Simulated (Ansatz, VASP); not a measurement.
**Si: VASP beside Ansatz**

```
Si
1.0
    -3.32544    3.32544    1.92239
     3.32544   -3.32544    1.92239
     3.32544    3.32544   -1.92239
Si
4
Direct
  0.82120 0.17880 0.00000
  0.17880 0.82120 0.00000
  0.82120 0.82120 0.64240
  0.17880 0.17880 0.35760
```

Alike in both runs: functional r2SCAN; k mesh 8 × 8 × 8; no spin polarisation.

|  | VASP | Ansatz |
| --- | --- | --- |
| version | VASP 6.6.1 | Ansatz 0.2.0 |
| potentials or method | VASP PAW PBE potentials, release 64 (Si) | Ansatz PAW |
| plane-wave cutoff (eV) | 520 | 500 |
| occupations | gaussian, width 0.01 eV | fixed |
| valence electrons in the cell | 16 | 16 |
| task | single point | band structure |

```csv
,VASP,Ansatz,Ansatz less VASP
gap on the k mesh at the Fermi level (eV),0.46,0.44,-0.016
least direct gap on the mesh (eV),0.59,0.57,-0.012
pressure (GPa),-0.1,0.1,+0.21
largest component of the traceless stress (GPa),0.06,0.03,-0.036
```

Caveats: the PAW data sets were made with another functional, which shifts forces and pressure a little (VASP); the PAW data sets come from PBE, with cores solved anew for the run's functional, which leaves a small shift of forces and pressure (Ansatz).
